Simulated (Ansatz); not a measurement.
Runs of Ansatz 0.2.0 on I. Symmetry: Fmmm, No. 69, orthorhombic system. The conventional cell has a = 4.384 Å, b = 4.731 Å, c = 7.820 Å, α = 90.00°, β = 90.00°, γ = 90.00°. Around I (site symmetry mmm) lie 4 I at 3.23 Å. 

| task | level | potentials or basis | spin | cell | k mesh | cutoff (eV) | gap on the mesh (eV) | pressure (GPa) | relaxed volume (Å³/atom) |
| --- | --- | --- | --- | --- | --- | --- | --- | --- | --- |
| band structure | LDA | all-electron LAPW, relativistic spinors | SOC, no magnetisation | as given | 7 × 7 × 7 | 161 | - | (b) | - |
| band structure | PBEsol | all-electron LAPW, relativistic spinors | SOC, no magnetisation | as given | 7 × 7 × 7 | 161 | - | -0.8 | - |
| relaxation of cell and atoms | RPBE+D3(BJ) | all-electron LAPW, scalar-relativistic | off | relaxed | 9 × 9 × 9 | - | none | 0.0 | (a) |
| relaxation of cell and atoms | LDA | all-electron LAPW, scalar-relativistic | off | relaxed | 9 × 9 × 9 | - | - | 0.0 | 35.12 |
| relaxation of cell and atoms | revPBE | all-electron LAPW, scalar-relativistic | off | relaxed | 9 × 9 × 9 | - | none | 0.0 | 69.56 |
| band structure | LDA | all-electron LAPW, scalar-relativistic | off | as given | 9 × 9 × 9 | 161 | - | -2.3 | - |

Alike in all rows: smearing fermi-dirac 0.05 eV; basis error allowed 0.001 eV/atom.

Question: Fill in the values left out.

Answer: (a) 26.15; (b) -1.7.

Caveats: an odd number of electrons without spin polarisation forces a metal (some runs); a magnetic or distorted state may lie lower (some runs); the k mesh is thin for a metal, which can move the energy by tens of meV per atom (some runs); the volume moved by over 15 % at a fixed basis, so the end points are rough (some runs); pairwise dispersion overbinds metals, which lowers pressure and volume (some runs); spin-orbit coupling is left out, which moves the levels of the heavy elements (some runs).

A k mesh can miss the band edges, and rows without SOC leave out spin-orbit coupling on I.

A gap of «none» marks a metal or a gap under the smearing width.

Runs at the PBE level aren't shown here.
